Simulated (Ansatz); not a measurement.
Gas-phase electronic energies from Ansatz, PBE0-D4/def2-TZVP geometries. CBS: MP2 limit from def2 TZ/QZ plus the TZ coupled-cluster correction, frozen cores. DFT in def2-TZVPP. B3LYP here is the variant with VWN-RPA as its local correlation; programs differ in this. For Br outer-core shells are correlated without core-valence functions, which leaves a few kJ/mol of doubt a bond. Scalar relativity is left out up to krypton. One conformer a species, not always the lowest.

`C=C[Si](O)(O)[SiH3]` + `CC(=O)Br` → `O[Si](O)([SiH3])Br` + `C=CC(C)=O`  (formal exchange of groups at the Si–C bond)

`C=C[Si](O)(O)[SiH3]`:

Z-matrix (Å, degrees):
```
Si
C 1 1.853
O 1 1.650 2 111.3
O 1 1.650 2 104.3 3 -121.5
Si 1 2.345 2 113.6 3 116.7
C 2 1.331 1 123.3 3 128.8
H 2 1.090 1 118.3 3 -52.1
H 3 0.960 1 116.8 2 -49.1
H 4 0.958 1 117.3 2 -174.7
H 5 1.491 1 110.7 2 178.3
H 5 1.488 1 111.2 2 -61.2
H 5 1.489 1 110.1 2 59.0
H 6 1.087 2 122.2 1 179.6
H 6 1.086 2 121.2 1 -0.5
```

`CC(=O)Br`:

Z-matrix (Å, degrees):
```
C
C 1 1.490
H 1 1.089 2 109.4
H 1 1.091 2 109.3 3 -121.4
H 1 1.091 2 109.3 3 121.4
O 2 1.176 1 128.3 3 0.1
Br 2 1.977 1 111.6 3 -179.9
```

`O[Si](O)([SiH3])Br`:

Cartesian coordinates in Å:
```
O 0.423 0.523 1.838
Si -0.050 0.596 0.283
O 0.920 1.647 -0.514
Si -0.051 -1.577 -0.561
Br -2.138 1.409 0.114
H 0.537 1.346 2.319
H 0.530 2.157 -1.226
H -0.480 -1.524 -1.983
H -1.004 -2.413 0.212
H 1.312 -2.165 -0.482
```

`C=CC(C)=O`:

Cartesian coordinates in Å:
```
C 0.451 -0.491 1.523
C 0.727 0.535 0.726
C 0.164 0.730 -0.630
C -0.797 -0.293 -1.177
O 0.484 1.704 -1.275
H 0.898 -0.576 2.507
H -0.228 -1.282 1.226
H 1.409 1.321 1.035
H -1.674 -0.385 -0.531
H -1.110 0.014 -2.173
H -0.324 -1.277 -1.231
```

```
             level  ΔE (kcal/mol)  difference from CCSD(T)/CBS
            PBE-D4          -22.4                          4.3
         r2SCAN-D4          -24.1                          2.6
           PBE0-D4          -25.5                          1.2
          B3LYP-D4          -24.3                          2.4
           ωB97X-V          -26.3                          0.4
           ωB97M-V          -26.2                          0.5
            B2PLYP          -24.7                          2.0
               PBE          -22.4                          4.3
            r2SCAN          -24.2                          2.5
              PBE0          -25.5                          1.2
             B3LYP          -24.3                          2.4
     HF/def2-TZVPP          -30.9                         -4.2
    MP2/def2-TZVPP          -25.3                          1.4
SCS-MP2/def2-TZVPP          -25.3                          1.4
   CCSD/def2-TZVPP          -26.4                          0.3
CCSD(T)/def2-TZVPP          -25.2                          1.5
     HF/def2-QZVPP          -30.9                         -4.2
    MP2/def2-QZVPP          -26.2                          0.5
SCS-MP2/def2-QZVPP          -26.2                          0.5
      HF/CBS(def2)          -30.9                         -4.2
     MP2/CBS(def2)          -26.8                         -0.1
    CCSD/CBS(def2)          -27.9                         -1.2
       CCSD(T)/CBS          -26.7                            0
```

Largest T1 diagnostic among the species: 0.014.

From PBE to PBE0 (25 % exact exchange), in def2-TZVPP and without D4, ΔE moves by −3.2 kcal/mol. In def2-TZVPP, CCSD(T) changes the Hartree–Fock value by +5.7 kcal/mol (the triples alone add +1.2 kcal/mol) and MP2 by +5.5 kcal/mol.

CCSD(T)/CBS has its own doubt, a few kJ/mol and more with outer-core shells, so smaller differences from it don't rank the levels.
